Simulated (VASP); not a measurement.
# Mg (P6_3/mmc) in VASP: further runs

One crystal, Mg, is run at these levels: PBE, HSE03; tasks: single point, relaxation of cell and atoms.

Everything below comes from runs of VASP 6.6.1. Logs are shortened: lines on timing, memory, paths and dates and some standing lists are left out, and cuts for length are marked.

**1. The crystal as given**

The structure is hexagonal, space group P6_3/mmc (No. 194). The conventional cell has a = 3.209 Å, b = 3.209 Å, c = 5.210 Å, α = 90.00°, β = 90.00°, γ = 120.00°. Mg (site symmetry -6m2) has 12 Mg at 3.20 to 3.21 Å as nearest neighbours.

**2. Single point, PBE**

The input, INCAR:

```
SYSTEM = Mg
PREC     = Accurate       ! precision mode
ENCUT    = 520            ! plane-wave cutoff, eV
EDIFF    = 1E-6           ! SCF threshold, eV
ISMEAR   = 0              ! smearing method
SIGMA    = 0.018000000000000002 ! smearing width, eV
LREAL    = .False.        ! projectors in reciprocal space
LASPH    = .True.         ! aspherical terms in the spheres
NELM     = 80             ! most SCF steps
ALGO     = Normal         ! electronic algorithm
ISIF     = 2              ! what is computed and relaxed
LWAVE    = .False.        ! write WAVECAR
LCHARG   = .True.         ! write CHGCAR
GGA      = PE             ! functional
LELF     = .True.         ! ELF
LVHAR    = .True.       
NBANDS   = 9              ! bands
```

The input, KPOINTS:

```
regular mesh
0
Gamma
  10 10 5
  0 0 0
```

The input, POSCAR:

```
Mg
1.0
    3.2093000000      0.0000000000      0.0000000000
   -1.6046500000      2.7793353284      0.0000000000
    0.0000000000      0.0000000000      5.2103000000
Mg
2
Direct
    0.6666666667      0.3333333333      0.7500000000
    0.3333333333      0.6666666667      0.2500000000
```

Potentials or basis: VASP PAW PBE potentials, release 64 (Mg).

Launch:

```sh
cat potpaw_PBE.64/Mg/POTCAR > POTCAR
mpirun -np 1 vasp_std > vasp.out
```

OUTCAR:

```text
SYSTEM = Mg
   PREC = Accurate
   ENCUT = 520
   EDIFF = 1E-6
   ISMEAR = 0
   LREAL = .False.
   LASPH = .True.
   NELM = 80
   ISIF = 2
   GGA = PE

 ion  position               nearest neighbor table
   1  0.667  0.333  0.750-   2 3.20   2 3.20   2 3.20   2 3.20   2 3.20   2 3.20
   2  0.333  0.667  0.250-   1 3.20   1 3.20   1 3.20   1 3.20   1 3.20   1 3.20

  LATTYP: Found a hexagonal cell.
 ALAT       =     3.2093000000
 C/A-ratio  =     1.6235004518

  Lattice vectors:

 A1 = (   3.2093000000,   0.0000000000,   0.0000000000)
 A2 = (  -1.6046500000,   2.7793353284,   0.0000000000)
 A3 = (   0.0000000000,   0.0000000000,   5.2103000000)

Analysis of symmetry for initial positions (statically):
=====================================================================
 Subroutine PRICEL returns:
 Original cell was already a primitive cell.

 Routine SETGRP: Setting up the symmetry group for a
 hexagonal supercell.

 Subroutine GETGRP returns: Found 24 space group operations
 (whereof 12 operations were pure point group operations)
 out of a pool of 24 trial point group operations.

The static configuration has the point symmetry D_3d.
 The point group associated with its full space group is D_6h.

Analysis of symmetry for dynamics (positions and initial velocities):
=====================================================================
 Subroutine PRICEL returns:
 Original cell was already a primitive cell.

 Routine SETGRP: Setting up the symmetry group for a
 hexagonal supercell.

 Subroutine GETGRP returns: Found 24 space group operations
 (whereof 12 operations were pure point group operations)
 out of a pool of 24 trial point group operations.

The dynamic configuration has the point symmetry D_3d.
 The point group associated with its full space group is D_6h.

 Subroutine INISYM returns: Found 24 space group operations
 (whereof 12 operations are pure point group operations),
 and found     1 'primitive' translations

----------------------------------------------------------------------------------------

                                     Primitive cell

  volume of cell :      46.4744

  direct lattice vectors                    reciprocal lattice vectors
     3.209300000  0.000000000  0.000000000     0.311594429  0.179899127  0.000000000
    -1.604650000  2.779335328  0.000000000     0.000000000  0.359798255  0.000000000
     0.000000000  0.000000000  5.210300000     0.000000000  0.000000000  0.191927528

  length of vectors
     3.209300000  3.209300000  5.210300000     0.359798255  0.359798255  0.191927528

  position of ions in fractional coordinates (direct lattice)
     0.666666667  0.333333333  0.750000000
     0.333333333  0.666666667  0.250000000

  ion indices of the primitive-cell ions
   primitive index   ion index
                 1           1
                 2           2

----------------------------------------------------------------------------------------

 KPOINTS: regular mesh

Automatic generation of k-mesh.
 Grid dimensions read from file:
 generate k-points for:   10   10    5

 Generating k-lattice:

  Cartesian coordinates                     Fractional coordinates (reciprocal lattice)
     0.031159443  0.017989913  0.000000000     0.100000000 -0.000000000  0.000000000
     0.000000000  0.035979825  0.000000000     0.000000000  0.100000000  0.000000000
     0.000000000  0.000000000  0.038385506     0.000000000  0.000000000  0.200000000

  Length of vectors
     0.035979825  0.035979825  0.038385506

  Shift w.r.t. Gamma in fractional coordinates (k-lattice)
     0.000000000  0.000000000  0.000000000

 Subroutine IBZKPT returns following result:
 ===========================================

 Found     42 irreducible k-points:

 Following reciprocal coordinates:
            Coordinates               Weight
  0.000000  0.000000  0.000000      1.000000
  0.100000  0.000000  0.000000      6.000000
  0.200000  0.000000  0.000000      6.000000
  0.300000  0.000000  0.000000      6.000000
  0.400000  0.000000  0.000000      6.000000
  0.500000  0.000000  0.000000      3.000000
[... 16 lines left out ...]
  0.300000  0.100000  0.200000     24.000000
  0.400000  0.100000  0.200000     24.000000
 [... further k-points ...]
   k-points           NKPTS =     42   k-points in BZ     NKDIM =     42   number of bands    NBANDS=      9
   number of dos      NEDOS =    301   number of ions     NIONS =      2
   total plane-waves  NPLWV =  23040
   dimension x,y,z NGX =    24 NGY =   24 NGZ =   40
   dimension x,y,z NGXF=    48 NGYF=   48 NGZF=   80
   ions per type =               2
   NGX,Y,Z   is equivalent  to a cutoff of  12.43, 12.43, 12.76 a.u.
   NGXF,Y,Z  is equivalent  to a cutoff of  24.86, 24.86, 25.53 a.u.
 SYSTEM =  Mg
   PREC   = accura    normal or accurate (medium, high low for compatibility)
   ISTART =      0    job   : 0-new  1-cont  2-samecut
   ICHARG =      2    charge: 1-file 2-atom 10-const
   ISPIN  =      1    spin polarized calculation?
   LNONCOLLINEAR =      F non collinear calculations
   LSORBIT =      F    spin-orbit coupling
   LASPH  =      T    aspherical Exc in radial PAW
   ENCUT  =  520.0 eV  38.22 Ry    6.18 a.u.   5.97  5.97  9.69*2*pi/ulx,y,z
   NELM   =     80;   NELMIN=  2; NELMDL= -5     # of ELM steps
   EDIFF  = 0.1E-05   stopping-criterion for ELM
   LREAL  =      F    real-space projection
   EDIFFG = 0.1E-04   stopping-criterion for IOM
   NSW    =      0    number of steps for IOM
   IBRION =     -1    ionic relax: 0-MD 1-quasi-New 2-CG
   NFREE  =      0    steps in history (QN), initial steepest desc. (CG)
   ISIF   =      2    stress and relaxation
   ISYM   =      2    0-nonsym 1-usesym 2-fastsym
   POTIM  = 0.5000    time-step for ionic-motion
   TEBEG  =    0.0;   TEEND  =   0.0 temperature during run
   PSTRESS=    0.0 pullay stress
   NELECT =       4.0000    total number of electrons
   NUPDOWN=      -1.0000    fix difference up-down
   EMIN   =  10.00;   EMAX   =-10.00  energy-range for DOS
   EFERMI =   0.00;   METHOD = LEGACY
   ISMEAR =     0;   SIGMA  =   0.02  broadening in eV -4-tet -1-fermi 0-gaus
   EFERMI_NEDOS =   21; number of points for ismear=-14 and -15
   IALGO  =     38    algorithm
   IMIX   =      4    mixing-type and parameters
     AMIX     =   0.40;   BMIX     =  1.00
     AMIX_MAG =   1.60;   BMIX_MAG =  1.00
  volume/ion in A,a.u.               =      23.24       156.81
  Fermi-wavevector in a.u.,A,eV,Ry     =   0.722809  1.365911  7.108401  0.522453
  Thomas-Fermi vector in A             =   1.812866
   LORBIT       =      0    0 simple, 1 ext, 2 COOP (PROOUT), +10 PAW based schemes
   GGA     = PE    functional components
   LHFCALC =     F    Hartree Fock is set to
   AEXX    =    0.0000 exact exchange contribution
   IVDW    =     0    specifies the selected vdW correction
   LEPSILON=     F    determine dielectric tensor
   LRPA    =     F    only Hartree local field effects (RPA)
 non-spin polarized calculation
 Gauss-broadening in eV      SIGMA  =   0.02
  energy-cutoff  :      520.00
  volume of cell :       46.47
 maximum number of plane-waves:      1277
 NGX is ok and might be reduce to    24
   NGX = 11   NGY = 11   NGZ = 19

 number of electron       4.0000000 magnetization

 Free energy of the ion-electron system (eV)
  ---------------------------------------------------
  ext. energy  EPLUGINS =         0.00000000
  ---------------------------------------------------
  free energy    TOTEN  =        -2.99913778 eV

  energy without entropy =       -2.99860398  energy(sigma->0) =       -2.99887088

 E-fermi :   2.5605     XC(G=0):  -8.4539

 val. band max:        2.5505045082   @ k =   0.4000   0.1000   0.4000
 cond. band min:       2.6092427475   @ k =   0.2000   0.1000   0.0000
 fundamental gap:      0.0587382393
 Fermi energy:         2.5604571484

 k-point     1 :       0.0000    0.0000    0.0000
  band No.  band energies     occupation
      1      -4.3092      2.00000
      2       0.9089      2.00000
      3       1.3256      2.00000
      4      13.4381      0.00000
      5      13.4381      0.00000
      6      13.5279      0.00000
      7      13.5279      0.00000
      8      14.3315      0.00000
      9      15.8832      0.00000

 k-point     2 :       0.1000    0.0000    0.0000
  band No.  band energies     occupation
      1      -4.1141      2.00000
      2       1.0876      2.00000
      3       1.5154      2.00000
      4      10.6586      0.00000
      5      12.0071      0.00000
      6      12.8095      0.00000
      7      15.1975      0.00000
      8      15.2140      0.00000
      9      15.3377      0.00000

 k-point     3 :       0.2000    0.0000    0.0000
  band No.  band energies     occupation
      1      -3.5309      2.00000
      2       1.6240      2.00000
      3       2.0737      2.00000
      4       7.7056      0.00000
      5      10.8578      0.00000
      6      11.3324      0.00000
      7      12.4093      0.00000
      8      13.5597      0.00000
      9      15.3958      0.00000

 k-point     4 :       0.3000    0.0000    0.0000
  band No.  band energies     occupation
      1      -2.5667      2.00000
      2       2.5190      1.99888
      3       2.9218      0.00000
      4       5.1007      0.00000
      5       9.6782      0.00000
      6       9.7319      0.00000
      7      10.0387      0.00000
      8      11.9137      0.00000
      9      14.4788      0.00000
[... 205 lines left out ...]
 k-point    22 :       0.2000    0.1000    0.2000
  band No.  band energies     occupation
      1      -2.7321      2.00000
      2       0.4904      2.00000
      3       4.6182      0.00000
      4       6.6848      0.00000
      5       8.3436      0.00000
      6       9.7967      0.00000
      7      11.4137      0.00000
      8      13.3632      0.00000
      9      13.6409      0.00000

 k-point    23 :       0.3000    0.1000    0.2000
  band No.  band energies     occupation
      1      -1.5859      2.00000
      2       1.5767      2.00000
      3       3.9866      0.00000
      4       5.8305      0.00000
      5       6.9167      0.00000
      6       8.0912      0.00000
      7      10.6219      0.00000
      8      11.4796      0.00000
      9      13.3408      0.00000

 k-point    24 :       0.4000    0.1000    0.2000
  band No.  band energies     occupation
      1      -0.0818      2.00000
      2       1.7185      2.00000
      3       3.1685      0.00000
      4       4.9000      0.00000
      5       6.8409      0.00000
      6       7.8182      0.00000
      7       9.3083      0.00000
      8      10.5781      0.00000
      9      13.0329      0.00000

 [... further k-points ...]
[... 5 lines left out ...]
  --------------------------------------------------------------------------------------
  -------------------------------------------------------------------------------------
  Total       -0.2371851     -0.2371851     -0.0255133      0.0000000      0.0000000      0.0000000
  in kB       -8.1768114     -8.1768114     -0.8795571      0.0000000      0.0000000      0.0000000
  external PRESSURE =      -5.7443933 kB  Pullay stress =       0.0000000 kB

 VOLUME and BASIS-vectors are now :
 -----------------------------------------------------------------------------
  energy-cutoff  :      520.00
  volume of cell :       46.47
      direct lattice vectors                 reciprocal lattice vectors
     3.209300000  0.000000000  0.000000000     0.311594429  0.179899127  0.000000000
    -1.604650000  2.779335328  0.000000000     0.000000000  0.359798255  0.000000000
     0.000000000  0.000000000  5.210300000     0.000000000  0.000000000  0.191927528

 POSITION                                       TOTAL-FORCE (eV/Angst)
 -----------------------------------------------------------------------------------
      1.60465      0.92645      3.90773         0.000000      0.000000      0.000000
     -0.00000      1.85289      1.30258        -0.000000     -0.000000      0.000000
 -----------------------------------------------------------------------------------
    total drift:                                0.000000     -0.000000      0.000000

  FREE ENERGIE OF THE ION-ELECTRON SYSTEM (eV)
  ---------------------------------------------------
  free  energy   TOTEN  =        -2.9991377826 eV

  energy  without entropy=       -2.9986039750  energy(sigma->0) =       -2.99887088
```

It took 6.9 s on 1 thread of Intel Xeon Platinum 8488C (Sapphire Rapids), shared host; peak memory 0.16 GiB.

What came out:

| Property | Result |
| --- | --- |
| Free energy | -2.9991 eV |
| Pressure | -0.6 GPa |
| Band gap on the k mesh | none (metal or under the smearing width) |

**3. Relaxation of cell and atoms, HSE03**

POSCAR is that of step 2.

The input, INCAR.step1:

```
PREC = Accurate ; ENCUT = 600
EDIFF = 1E-5 ; ISMEAR = -1
SIGMA = 0.05 ; LREAL = False
LASPH = True ; NELM = 100
ALGO = Normal ; LWAVE = True
LCHARG = False ; GGA = PE
```

The input, INCAR.step2:

```
PREC = Accurate ; ENCUT = 600
EDIFF = 1E-6 ; ISMEAR = -1
SIGMA = 0.05 ; LREAL = False
LASPH = True ; NELM = 100
ALGO = Normal ; ISIF = 3
LWAVE = False ; LCHARG = False
GGA = PE ; LHFCALC = True
HFSCREEN = 0.3 ; PRECFOCK = Fast
IBRION = 2 ; NSW = 40
EDIFFG = -0.01 ; ISTART = 1
```

The input, KPOINTS:

```
Automatic mesh
0
Gamma
  5 5 3
```

Potentials or basis: VASP PAW PBE potentials, release 64 (Mg).

Launch:

```sh
cat potpaw_PBE.64/Mg/POTCAR > POTCAR
cp INCAR.step1 INCAR
mpirun -np 1 vasp_std > vasp.out
cp INCAR.step2 INCAR
mpirun -np 1 vasp_std > vasp.out
```

Run time: 60 s. Hardware: 1 thread of Intel Xeon Platinum 8488C (Sapphire Rapids), shared host; peak memory 0.27 GiB.

The run converged. Its results:

* Free energy: -3.1346 eV
* Relaxed volume: 22.86 Å³/atom
* Relaxed cell: a = 3.185 Å, b = 3.185 Å, c = 5.204 Å, α = 90.00°, β = 90.00°, γ = 120.00°
* Space group after relaxing (to 0.05 Å): P6_3/mmc (No. 194)
* Energy gained by relaxing: 0.9 meV/atom
* Ionic steps: 3
* Pressure after relaxing: 0.0 GPa
* Band gap on the k mesh: none (metal or under the smearing width)

Step by step:
| step | energy change (eV) | largest force (eV/Å) | pressure (GPa) | volume (Å³) |
| --- | --- | --- | --- | --- |
| 1 | 0.0000 | 0.0000 | -0.60 | 46.47 |
| 2 | -0.0018 | 0.0000 | -0.15 | 45.89 |
| 3 | -0.0019 | 0.0000 | 0.00 | 45.71 |

Final structure:
```
Mg
1.0
     3.18470    0.00000    0.00000
    -1.59235    2.75803    0.00000
     0.00000    0.00000    5.20438
Mg
2
Direct
  0.66667 0.33333 0.75000
  0.33333 0.66667 0.25000
```

Levels at points of the mesh, in eV from the Fermi level:
```
           k point  band 1  band 2  band 3  band 4  band 5
(0.00, 0.00, 0.00)   -7.73   -1.82   -1.33   11.77   11.77
```

Caveat: the k mesh is coarse (spacing up to 0.45 Å⁻¹), so the values aren't converged, least of all with exact exchange; the PAW data sets were made with another functional, which shifts forces and pressure a little.

**4. Single point, PBE**

The input, INCAR:

```
PREC     = Accurate       # precision mode
ENCUT    = 520            # plane-wave cutoff, eV
EDIFF    = 1E-6           # SCF threshold, eV
ISMEAR   = 0              # smearing method
SIGMA    = 0.024          # smearing width, eV
LREAL    = F              # projectors in reciprocal space
LASPH    = T              # aspherical terms in the spheres
NELM     = 100            # most SCF steps
ALGO     = Normal         # electronic algorithm
ISIF     = 2              # what is computed and relaxed
LWAVE    = F              # write WAVECAR
LCHARG   = T              # write CHGCAR
GGA      = PE             # functional
LELF     = T              # ELF
LVHAR    = T            
NBANDS   = 9              # bands
```

The input, KPOINTS:

```
regular mesh
0
Gamma
  10 10 5
```

POSCAR is that of step 3.

Launch:

```sh
cat potpaw_PBE.64/Mg/POTCAR > POTCAR
mpirun -np 1 vasp_std > vasp.out
```

It took 9.3 s on 1 thread of Intel Xeon Platinum 8259CL at 2.50GHz (Skylake/Cascade Lake), shared host; peak memory 0.16 GiB.

Results (log left out):

| Quantity | Value |
| --- | --- |
| Free energy | -2.9993 eV |
| Pressure | -0.6 GPa |
| Band gap on the k mesh | none (metal or under the smearing width) |

Stress tensor (GPa, compression positive):
```
-0.81  0.00  0.00
 0.00 -0.81  0.00
 0.00  0.00 -0.10
```

Levels at points of the mesh, in eV from the Fermi level:
| k point | band 1 | band 2 | band 3 | band 4 | band 5 | band 6 | band 7 |
| --- | --- | --- | --- | --- | --- | --- | --- |
| (0.00, 0.00, 0.00) | -6.87 | -1.66 | -1.24 | 10.87 | 10.87 | 10.96 | 10.96 |
| (0.50, 0.00, 0.00) | -2.12 | -2.12 | 2.65 | 3.02 | 3.25 | 3.66 | 6.82 |

**5. For comparison**

An earlier run on the cell as given: functional PBE; potentials or basis VASP PAW PBE potentials, release 64 (Mg); cutoff 520 eV; k mesh 10 × 10 × 5; occupations fermi-dirac, width 0.05 eV; no spin polarisation.

* Pressure: -0.5 GPa
* Band gap on the k mesh: none (metal or under the smearing width)

**6. The runs side by side**

| task | level | cell | k mesh | cutoff (eV) | smearing | grid for exact exchange (PRECFOCK) | mesh quality | gap on the mesh (eV) | pressure (GPa) |
| --- | --- | --- | --- | --- | --- | --- | --- | --- | --- |
| single point | PBE | as given | 10 × 10 × 5 | 520 | gaussian 0.018 eV | - | not flagged | none | -0.6 |
| relaxation of cell and atoms | HSE03 | relaxed | 5 × 5 × 3 | 600 | fermi-dirac 0.05 eV | Fast | coarse | none | 0.0 |
| single point | PBE | as given | 10 × 10 × 5 | 520 | gaussian 0.024 eV | - | not flagged | none | -0.6 |
| single point | PBE | as given | 10 × 10 × 5 | 520 | fermi-dirac 0.05 eV | - | not flagged | none | -0.5 |

Alike in all rows: potentials or basis VASP PAW PBE potentials, release 64 (Mg); no spin polarisation.

Caveats: some runs use coarse meshes; the PAW data sets were made with another functional, which shifts forces and pressure a little (some runs).

Absolute energies hang on the potentials; compare differences alone.
